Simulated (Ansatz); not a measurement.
O-17 NMR of the central transition in HfSiO4 at a changed volume

Cell: a COD entry, relaxed with PBE at fixed cell and then changed (volume scaled by 0.96, ions relaxed).

```cif
data_HfSiO4
_symmetry_space_group_name_H-M 'I4_1/amd:1'
_symmetry_Int_Tables_number 141
_cell_length_a 6.4837
_cell_length_b 6.4837
_cell_length_c 5.8826
_cell_angle_alpha 90.000
_cell_angle_beta 90.000
_cell_angle_gamma 90.000
loop_
_atom_site_label
_atom_site_type_symbol
_atom_site_symmetry_multiplicity
_atom_site_Wyckoff_symbol
_atom_site_fract_x
_atom_site_fract_y
_atom_site_fract_z
Hf Hf 4 a 0.0000 0.5000 0.2500
Si Si 4 b 0.5000 0.0000 0.2500
O O 16 h 0.5000 0.3136 0.8194
```

One atom of each set is listed; the run and its k-mesh use a cell of 12 atoms with edges of 5.45, 5.45, 5.45 Å.

Level of theory: DFT, PBE, plane waves and PAW, scalar-relativistic, 420 eV cutoff, Γ-centred 7×7×7 k-points, Fermi–Dirac smearing 0.02 eV (Ansatz 0.2.0).

O-17 has I = 5/2 and Q = -25.58 mb (Pyykkö 2018); at 18.8 T its Larmor frequency is ν₀ = 108.6 MHz. Only the quadrupole interaction is simulated: positions count from each site's isotropic chemical shift, and J coupling is left out, as are shift anisotropy and dipolar coupling, which fast spinning averages.

**Question.** Simulate the second-order pattern (fast magic-angle spinning, Gaussian broadening 0.05 kHz) of site O (1 Si at 1.61 Å, 2 Hf at 2.07–2.23 Å).

**Answer.** The calculation gives C_Q = -2.70 MHz and η = 0.86, so ν_Q = 0.406 MHz and the centre of gravity lies at -4.64 ppm (-0.504 kHz).

(offset (kHz), height): (-1.197, 0), (-1.156, 2), (-1.115, 7), (-1.074, 12), (-1.034, 18), (-0.993, 20), (-0.952, 21), (-0.911, 22), (-0.871, 23), (-0.830, 24), (-0.789, 26), (-0.748, 28), (-0.708, 31), (-0.667, 37), (-0.626, 67), (-0.585, 100), (-0.545, 99), (-0.504, 96), (-0.463, 78), (-0.422, 62), (-0.382, 53), (-0.341, 48), (-0.300, 43), (-0.259, 40), (-0.219, 37), (-0.178, 35), (-0.137, 33), (-0.096, 32), (-0.056, 30), (-0.015, 20), (0.026, 3), (0.067, 0)

Without spin–orbit coupling the gradients at and beside Hf can be off by some per cent, at some sites by more. At this changed cell the PBE pressure is 18 GPa.

The relaxation (4 steps) took 14 s of wall time (48 s of CPU time) and 0.75 GiB at its peak, on 4 threads of Intel Xeon Platinum 8488C (Sapphire Rapids) (x86_64; 16 cores open to the job, memory cap 8.0 GiB, no GPU), a shared host with a load of 0.4 a core.
